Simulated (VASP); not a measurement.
**LiH in VASP 6.6.1, single-point calculation**

INCAR

```
IBRION = -1
PREC = Accurate
LASPH = .TRUE.
ALGO = Normal
NBANDS = 9
NELECT = 3.9
LWAVE = .FALSE.
LREAL = .FALSE.
EDIFF = 1E-7
ISMEAR = 0
NSW = 0
SIGMA = 0.01
NELMIN = 8
ENCUT = 520
METAGGA = R2SCAN
LCHARG = .FALSE.
ISIF = 2
NELM = 52
```

KPOINTS

```
KPOINTS created by Atomic Simulation Environment
0
Gamma
10 10 10
0 0 0
```

POSCAR

```
Li H
 1.0000000000000000
     0.0000000000000000    2.1451220099000001    2.1781568887999998
     2.1451220099000001    0.0000000000000000    2.1781568887999998
     2.1451220099000001    2.1451220099000001    0.0000000000000000
 Li  H
   1   1
Cartesian
  0.0000000000000000  0.0000000000000000  0.0000000000000000
  1.0725610049500001  1.0725610049500001  1.0890784443999999
```

The recommended PBE PAW datasets give the neutral cell 4 valence electrons.

Command

```
mpirun -np 1 vasp_std
```

OSZICAR

```
N       E                     dE             d eps       ncg     rms          rms(c)
DAV:   1    -0.157960815658E+01   -0.15796E+01   -0.90161E+02  1836   0.277E+02
DAV:   2    -0.695315382984E+01   -0.53735E+01   -0.53137E+01  2524   0.588E+01
DAV:   3    -0.705801463846E+01   -0.10486E+00   -0.10480E+00  2318   0.701E+00
DAV:   4    -0.705859883763E+01   -0.58420E-03   -0.58414E-03  2511   0.514E-01
DAV:   5    -0.705860286236E+01   -0.40247E-05   -0.40247E-05  2329   0.330E-02    0.273E+00
DAV:   6    -0.654315897101E+01    0.51544E+00   -0.15984E-01  2132   0.245E+00    0.161E+00
DAV:   7    -0.649612734118E+01    0.47032E-01   -0.26026E-01  1846   0.212E+00    0.339E-01
DAV:   8    -0.649679518682E+01   -0.66785E-03   -0.93162E-03  2345   0.551E-01    0.145E-01
DAV:   9    -0.649792947925E+01   -0.11343E-02   -0.21005E-03  1871   0.364E-01    0.283E-02
DAV:  10    -0.649792251261E+01    0.69666E-05   -0.64924E-05  2103   0.587E-02    0.496E-03
DAV:  11    -0.649791958364E+01    0.29290E-05   -0.25249E-06  2551   0.106E-02    0.112E-03
DAV:  12    -0.649791901819E+01    0.56545E-06   -0.15258E-07  2126   0.282E-03    0.491E-04
DAV:  13    -0.649791912612E+01   -0.10793E-06   -0.15238E-08  1724   0.105E-03    0.481E-05
DAV:  14    -0.649791912895E+01   -0.28303E-08   -0.57957E-10  1066   0.195E-04
   1 F= -.64979191E+01 E0= -.64978880E+01  d E =-.621856E-04
```

Standard output (part)

```
POSCAR found type information on POSCAR LiH
 POSCAR found :  2 types and       2 ions
 LDA part: xc-table for (None), standard interpolation
 POSCAR, INCAR and KPOINTS ok, starting setup
 WAVECAR not read
 entering main loop
 the old and the new charge density differ
    0.273E+00
```

From OUTCAR

```
k-points           NKPTS =    102   k-points in BZ     NKDIM =    102   number of bands    NBANDS=      9

   NELECT =       3.9000    total number of electrons

   dimension x,y,z NGX =    24 NGY =   24 NGZ =   24
   dimension x,y,z NGXF=    48 NGYF=   48 NGZF=   48

  energy-cutoff  :      520.00
  volume of cell :       20.05
      direct lattice vectors                 reciprocal lattice vectors
     0.000000000  2.145122010  2.178156889    -0.233086975  0.233086975  0.229551876
     2.145122010  0.000000000  2.178156889     0.233086975 -0.233086975  0.229551876
     2.145122010  2.145122010  0.000000000     0.233086975  0.233086975 -0.229551876

 k-points in reciprocal lattice and weights: KPOINTS created by Atomic Simulation Env
   0.00000000  0.00000000  0.00000000       0.001
   0.10000000 -0.00000000  0.00000000       0.008
   0.20000000 -0.00000000  0.00000000       0.008
   0.30000000  0.00000000  0.00000000       0.008
   0.40000000  0.00000000  0.00000000       0.008
   0.50000000 -0.00000000  0.00000000       0.004
   0.10000000  0.10000000  0.00000000       0.002
   0.20000000  0.10000000  0.00000000       0.008
   ...

 E-fermi :  -2.1921

 k-point     1 :       0.0000    0.0000    0.0000
  band No.  band energies     occupation
      1     -46.6717      2.00000
      2      -5.6066      2.00000
      3      11.9672      0.00000
      4      16.8303      0.00000
      5      16.8534      0.00000
      6      16.8537      0.00000
      7      18.4583      0.00000
      8      18.4584      0.00000
      9      18.4639      0.00000

 k-point     2 :       0.1000   -0.0000    0.0000
  band No.  band energies     occupation
      1     -46.6697      2.00000
      2      -5.4502      2.00000
      3      10.9513      0.00000
      4      15.2785      0.00000
      5      16.0172      0.00000
      6      16.0821      0.00000
      7      19.5204      0.00000
      8      19.5300      0.00000
      9      21.5031      0.00000

 k-point     3 :       0.2000   -0.0000    0.0000
  band No.  band energies     occupation
      1     -46.6645      2.00000
      2      -4.9912      2.00000
      3       8.4050      0.00000
      4      14.9123      0.00000
      5      15.0830      0.00000
      6      15.1991      0.00000
      7      20.2060      0.00000
      8      20.4597      0.00000
      9      22.5747      0.00000

 k-point     4 :       0.3000    0.0000    0.0000
  band No.  band energies     occupation
      1     -46.6579      2.00000
      2      -4.2769      2.00000
      3       5.7744      0.00000
      4      14.4331      0.00000
      5      14.6528      0.00000
      6      15.1189      0.00000
      7      19.1156      0.00000
      8      19.4902      0.00000
      9      21.8440      0.00000

 k-point     5 :       0.4000    0.0000    0.0000
  band No.  band energies     occupation
      1     -46.6527      2.00000
      2      -3.4758      2.00000
      3       3.7430      0.00000
      4      14.1317      0.00000
      5      14.4138      0.00000
      6      15.2392      0.00000
      7      18.0990      0.00000
      8      18.4312      0.00000
      9      21.8581      0.00000

 ...

  Total       -0.3642620     -0.3642620     -0.3222063      0.0000000     -0.0000000      0.0000000
  in kB      -29.1139583    -29.1139583    -25.7526257      0.0000000     -0.0000000      0.0000000
  external PRESSURE =     -27.9935141 kB  Pullay stress =       0.0000000 kB

 POSITION                                       TOTAL-FORCE (eV/Angst)
 -----------------------------------------------------------------------------------
      0.00000      0.00000      0.00000        -0.000000     -0.000000     -0.000000
      1.07256      1.07256      1.08908         0.000000      0.000000      0.000000
 -----------------------------------------------------------------------------------
    total drift:                                0.000000      0.000000     -0.000000

  FREE ENERGIE OF THE ION-ELECTRON SYSTEM (eV)
  ---------------------------------------------------
  free  energy   TOTEN  =        -6.4979191289 eV

  energy  without entropy=       -6.4978569433  energy(sigma->0) =       -6.49788804
```

It converged. Results: pressure -2.8 GPa.

The cell is charged and sits in a uniform background.

For comparison, a separate r²SCAN run of the intended cell, on usual settings and not on those above, gives a gap of 4.77 eV on its mesh and a pressure of -0.7 GPa.

The run above took about 51 s on one core of a shared host (Intel Xeon Platinum 8488C) and held 0.15 GiB at most.
